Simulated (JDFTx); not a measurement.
Set up this calculation in JDFTx 1.7.0 (patched build), as the native input.

- Task: single point
- Functional: LDA
- Potentials or basis: SG15-PBE-1.2 with smoothed tails
- Cutoff: 1088 eV
- Density cutoff: 8708 eV
- k mesh: 4 × 4 × 4
- Occupations: fermi-dirac, width 0.05 eV
- Spin: no spin polarisation
- Local potential set to -Z/r beyond: 6 bohr
- Bands: 14
- Density cutoff over wavefunction cutoff: 8
- Max SCF steps: 100
- SCF threshold on the energy: 1e-09 Ha
- Solver of the electrons: scf
- Further solve for the empty bands: yes

NaCl:

```
Cl Na
1.0
     3.50219    0.00000    0.00000
     0.00000    3.50219    0.00000
     0.00000    0.00000    3.50219
Cl Na
1 1
Direct
  0.50000 0.50000 0.50000
  0.00000 0.00000 0.00000
```

Measurements of this composition are mostly on another form, of space group No. 225.

One way to write it, as run:

NaCl.in

```
include NaCl.lattice
coords-type Lattice
include NaCl.ionpos

ion-species pseudo/Cl.upf
ion-species pseudo/Na.upf
elec-cutoff 40 320
elec-ex-corr lda-PW
kpoint-folding 4 4 4
elec-smearing Fermi 0.0018374661
elec-n-bands 14
electronic-SCF nIterations 100 energyDiffThreshold 1e-09
electronic-minimize nIterations 30 energyDiffThreshold 1e-7
converge-empty-states yes
forces-output-coords Cartesian

dump-name run.$VAR
dump End Ecomponents EigStats BandEigs Kpoints Forces Stress ElecDensity
```

NaCl.lattice

```
lattice \
    6.6181799364     0.0000000000     0.0000000000 \
    0.0000000000     6.6181799364     0.0000000000 \
    0.0000000000     0.0000000000     6.6181799364
```

NaCl.ionpos

```
ion Cl     0.5000000000     0.5000000000     0.5000000000 1
ion Na     0.0000000000     0.0000000000     0.0000000000 1
```

Potentials or basis: SG15-PBE-1.2 with smoothed tails.

The run is started by

```sh
$ jdftx -c 1 -i NaCl.in -o NaCl.out
```

Results of the run:

```
Pressure               : -2.8 GPa
Band gap on the k mesh : 3.51 eV, indirect (least direct gap 4.03 eV)
```

Caveat: the k mesh is coarse (spacing up to 0.45 Å⁻¹), so the values aren't converged; the potentials were made for another functional, which shifts forces and pressure.

Wall time 21 s on 1 thread of Arm Neoverse V1 (shared host), peak memory 0.09 GiB.
